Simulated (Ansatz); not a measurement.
**Be: how the settings move a single-point run**

How sensitive is a single-point run of Be to its settings? A reference run comes first, then one run with altered input.

The COD cell was measured well above room temperature, so it is larger than a cold one.

Program: Ansatz 0.2.0. Level of theory: reference: DFT, PBE, PAW with Ansatz's default frozen-core files, scalar-relativistic. These are calculated values, not measurements.

## (1) The system as given

It takes space group P6_3/mmc (No. 194, hexagonal). Conventional cell: a = 2.300 Å, b = 2.300 Å, c = 3.601 Å, α = 90.00°, β = 90.00°, γ = 120.00°. Around Be (site symmetry -6m2) lie 12 Be at 2.24 to 2.30 Å.

Structure file:

```
Be
1.0
     2.29950    0.00000    0.00000
    -1.14975    1.99143    0.00000
     0.00000    0.00000    3.60090
Be
2
Direct
  0.33333 0.66667 0.25000
  0.66667 0.33333 0.75000
```

## (2) Baseline

Input file input.yaml:

```yaml
crystal:
  lattice:
    - [2.2995019849, 0.0, 0.0]
    - [-1.1497509925, 1.991427135, 0.0]
    - [0.0, 0.0, 3.6009]
  atoms:
    - { symbol: Be, position: [0.3333333333, 0.6666666667, 0.25] }
    - { symbol: Be, position: [0.6666666667, 0.3333333333, 0.75] }
kpoints:
  mp_grid: { grid: [20, 20, 11] }
scf:
  occupations: { method: fermi_dirac, width: 0.05 }
hamiltonian:
  xc: pbe
  pseudopotentials: { kind: paw }
output:
  forces: true
  stress: true
  eigenvalues: true
  efg: { contact_densities: true }
basis:
  ecutwfc: 500
```

Command:

```console
$ ansatz run input.yaml --threads 1 --pin off --max-ram 2048MiB --backend cpu --events-out ev --progress --plain --runs-dir out
```

## (3) Changing settings: occupations.width 0.3

input.yaml: that of step 2 with these lines changed.

```diff
@@ -11,3 +11,3 @@
 scf:
-  occupations: { method: fermi_dirac, width: 0.05 }
+  occupations: { method: fermi_dirac, width: 0.3 }
 hamiltonian:
```

Before running it: what results should come out? Wanted: for each run, ending; energy change; pressure; gap; force.

**Answer**, as computed:

```tsv
run	ending	energy change	pressure (GPa)	gap (eV)	force (eV/Å)	cycles	time
reference	converged	0	-4.7	0.00	0.00	6	2.2 s
1: occupations.width 0.3	converged	+2.3 meV/atom (σ→0)	-4.5	0.00	0.00	6	2.2 s
```

Residual by cycle in the longest SCF loop of each run; runs are numbered as in the table. The quantity is the density residual dr2, in eV.

```tsv
cycle	reference	run 1
1	6.8e-5	1.3e-4
2	2.8e-5	5.2e-5
3	4.3e-8	3.3e-8
4	1.3e-9	1.7e-9
5	3.2e-11	1.6e-11
6	4.3e-14	6.3e-14
```

Changing the smearing moves the energy by +2.3 meV/atom (σ→0 values).
